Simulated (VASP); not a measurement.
# HC16 (a cell with a defect) in VASP: a series of runs, part 2 of 2

VASP 6.6.1. The steps go on from the part before.

**3. Single point, PBE**

INCAR reads:

```
SYSTEM = HC16
ALGO = Normal
EDIFF = 1E-6
ENCUT = 520
GGA = PE
ISIF = 2
ISMEAR = -1
LASPH = .TRUE.
LCHARG = .FALSE.
LREAL = Auto
LWAVE = .FALSE.
NBANDS = 46
NELECT = 64.0
NELM = 100
PREC = Accurate
SIGMA = 0.02
```

KPOINTS reads:

```
k-points
0
G
  2 2 2
  0 0 0
```

POSCAR reads:

```
HC16
1.0
    0.0000000000      3.5700000000      3.5700000000
    3.5700000000      0.0000000000      3.5700000000
    3.5700000000      3.5700000000      0.0000000000
C H
16 1
Direct
    0.0884453782     -0.0103781513     -0.0551960784
    0.2113865546      0.1042436975      0.0770728291
    0.0887254902     -0.0091456583      0.4468207283
    0.2183753501      0.1241456583      0.5709523810
    0.0596638655      0.4900560224     -0.0358823529
    0.1964985994      0.6228851541      0.0863025210
    0.0596358543      0.4863865546      0.4623249300
    0.1704621849      0.6141316527      0.6078291317
    0.5648039216      0.0076890756     -0.0385574230
    0.7091316527      0.1257422969      0.0784593838
    0.5985574230      0.0122268908      0.4445238095
    0.7149859944      0.1374509804      0.5762184874
    0.5567226891      0.5025770308     -0.0016526611
    0.6861344538      0.6175910364      0.1147899160
    0.5556862745      0.4980112045      0.4859943978
    0.7020728291      0.6333893557      0.5592436975
    0.5965126050      0.7784173669      0.7774929972
```

Potentials or basis: VASP PAW PBE potentials, release 64 (C, H).

Launch:

```bash
cat potpaw_PBE.64/C/POTCAR potpaw_PBE.64/H/POTCAR > POTCAR
mpirun -np 1 vasp_std > vasp.out
```

OUTCAR:

```text
SYSTEM = HC16
   EDIFF = 1E-6
   ENCUT = 520
   GGA = PE
   ISIF = 2
   ISMEAR = -1
   LASPH = .TRUE.
   LREAL = Auto
   NELECT = 64.0
   NELM = 100
   PREC = Accurate

 ion  position               nearest neighbor table
   1  0.088  0.990  0.945-   6 1.51   2 1.53   4 1.54  10 1.57
   2  0.211  0.104  0.077-   9 1.46   3 1.53   1 1.53   5 1.59
   3  0.089  0.991  0.447-   2 1.53  12 1.55   8 1.57   4 1.60
   4  0.218  0.124  0.571-   7 1.50   1 1.54  11 1.57   3 1.60
   5  0.060  0.490  0.964-   8 1.47  14 1.55   2 1.59   6 1.62
   6  0.196  0.623  0.086-  13 1.49   1 1.51   7 1.55   5 1.62
   7  0.060  0.486  0.462-  16 1.48   4 1.50   6 1.55   8 1.59
   8  0.170  0.614  0.608-   5 1.47   3 1.57   7 1.59  15 1.59
   9  0.565  0.008  0.961-   2 1.46  10 1.57  12 1.59  14 1.61
  10  0.709  0.126  0.078-  11 1.51   1 1.57   9 1.57  13 1.57
  11  0.599  0.012  0.445-  10 1.51  12 1.54   4 1.57  16 1.57
  12  0.715  0.137  0.576-  15 1.50  11 1.54   3 1.55   9 1.59
  13  0.557  0.503  0.998-  17 1.31  14 1.49   6 1.49  10 1.57  16 1.81
  14  0.686  0.618  0.115-  13 1.49  15 1.53   5 1.55   9 1.61
  15  0.556  0.498  0.486-  16 1.48  12 1.50  14 1.53   8 1.59
  16  0.702  0.633  0.559-  17 1.37  15 1.48   7 1.48  11 1.57  13 1.81
  17  0.597  0.778  0.777-  13 1.31  16 1.37
[... 208 lines left out ...]
      2      -6.4171      2.00000
      3      -6.1433      2.00000
      4      -5.9769      2.00000
      5      -5.8992      2.00000
      6      -4.8514      2.00000
[... 365 lines left out ...]
     43      19.5953      0.00000
     44      19.9054      0.00000
 [bands above 44 left out]

------------------------ aborting loop because EDIFF is reached ----------------------------------------

  FORCE on cell =-STRESS in cart. coord.  units (eV):
  Direction    XX          YY          ZZ          XY          YZ          ZX
  --------------------------------------------------------------------------------------
  -------------------------------------------------------------------------------------
  Total       -6.7480448     -3.1797620     -5.8397385      2.2699002     -2.0986880     -2.5378138
  in kB     -118.8102467    -55.9848549   -102.8180442     39.9652646    -36.9507976    -44.6823180
  external PRESSURE =     -92.5377153 kB  Pullay stress =       0.0000000 kB

 VOLUME and BASIS-vectors are now :
 -----------------------------------------------------------------------------
  energy-cutoff  :      520.00
  volume of cell :       91.00
      direct lattice vectors                 reciprocal lattice vectors
     0.000000000  3.570000000  3.570000000    -0.140056022  0.140056022  0.140056022
     3.570000000  0.000000000  3.570000000     0.140056022 -0.140056022  0.140056022
     3.570000000  3.570000000  0.000000000     0.140056022  0.140056022 -0.140056022

 POSITION                                       TOTAL-FORCE (eV/Angst)
 -----------------------------------------------------------------------------------
      6.90590      3.68870      3.84870         1.372910     -0.308251     -0.224734
      0.64730      1.02980      1.12680         2.960946     -1.698999      0.131795
      5.13250      1.91190      3.85410         1.696028      0.968938     -0.576433
      2.48150      2.81790      1.22280        -1.015945     -0.638416     -2.132088
      5.19140      3.65490      1.96250         1.152974      2.266489      0.247365
      2.53180      1.00960      2.92520        -0.550610     -0.733414     -1.943119
[... 9 lines left out ...]
      4.25770      4.50290      4.76760         2.394749      1.748540     -0.003779
      5.55460      4.90520      4.90850        -1.832637      0.482698     -1.061107
 -----------------------------------------------------------------------------------
    total drift:                                0.003840     -0.005524     -0.002570

  FREE ENERGIE OF THE ION-ELECTRON SYSTEM (eV)
  ---------------------------------------------------
  free  energy   TOTEN  =      -152.5206518026 eV

  energy  without entropy=     -152.5206518026  energy(sigma->0) =     -152.52065180
```

Run time: 32 s. Hardware: 1 thread of Intel Xeon 6975P-C (Granite Rapids), shared host; peak memory 0.23 GiB.

What came out:

```yaml
Free_energy: -152.5207 eV
Largest_force: 3.416 eV/Å
Band_gap_on_the_k_mesh: 1.93 eV, direct
```

Forces on the atoms (eV/Å):
```
C    1.373 -0.308 -0.225
C    2.961 -1.699  0.132
C    1.696  0.969 -0.576
C   -1.016 -0.638 -2.132
C    1.153  2.266  0.247
C   -0.551 -0.733 -1.943
C    0.861  1.283  3.010
C   -1.702 -0.692  2.802
C   -1.209  2.710  1.413
C   -0.056 -0.661  0.576
C   -0.319 -2.634 -1.349
C   -0.575  0.700 -2.108
C   -2.710 -0.862 -0.529
C    0.110 -0.324  1.560
C   -0.578 -1.607  0.186
C    2.395  1.749 -0.004
H   -1.833  0.483 -1.061
```

Caveat: the k mesh is coarse (spacing up to 0.76 Å⁻¹), so the values aren't converged; the cell carries a net charge on a neutralising background, which shifts energy and pressure; the cell is charged against a uniform background, so pressure and absolute levels hang on convention.
